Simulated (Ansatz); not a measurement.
Runs of Ansatz 0.2.0 on MgO. Symmetry: Fm-3m, No. 225, cubic system. The conventional cell has a = 4.194 Å, b = 4.194 Å, c = 4.194 Å, α = 90.00°, β = 90.00°, γ = 90.00°. Around Mg (site symmetry m-3m) lie 6 O at 2.10 Å. Around O (site symmetry m-3m) lie 6 Mg at 2.10 Å. The cell is a database's computed one.

| task | level | cell | k mesh | cutoff (eV) | smearing | basis error allowed | gap on the mesh (eV) | pressure (GPa) |
| --- | --- | --- | --- | --- | --- | --- | --- | --- |
| single point | PBE | as given | 11 × 11 × 11 | 316 | gaussian 0.026 eV | 0.001 eV/atom | 4.86 | 7.0 |
| relaxation of cell and atoms | RPBE+D4 | relaxed | 11 × 11 × 11 | - | fermi-dirac 0.05 eV | 0.001 eV/atom | (a) | 0.0 |
| single point | PBE | as given | 11 × 11 × 11 | 316 | gaussian 0.03 eV | 0.001 eV/atom | 4.86 | 7.0 |
| single point | PBE | as given | 7 × 7 × 7 | 265 | fermi-dirac 0.06 eV | 0.004 eV/atom | 4.86 | 7.0 |
| single point | PBE | as given | 11 × 11 × 11 | 316 | gaussian 0.02 eV | 0.001 eV/atom | 4.86 | 7.0 |
| phonons | LDA | as given | 8 × 8 × 8 | 338 | fermi-dirac 0.05 eV | 0.001 eV/atom | 4.78 | - |
| single point | PBE | as given | 11 × 11 × 11 | 316 | gaussian 0.1 eV | 0.001 eV/atom | 4.86 | 7.0 |
| phonons | PBE | as given | 8 × 8 × 8 | 339 | fermi-dirac 0.05 eV | 0.001 eV/atom | 4.86 | - |

Alike in all rows: potentials or basis all-electron LAPW, scalar-relativistic; no spin polarisation.

Task: Estimate the missing entries.

Result: (a) 4.71.

Caveats: an odd mesh through Γ misses points on the zone boundary, where band edges often lie (some runs).

The runs don't all hold the same shells in valence.
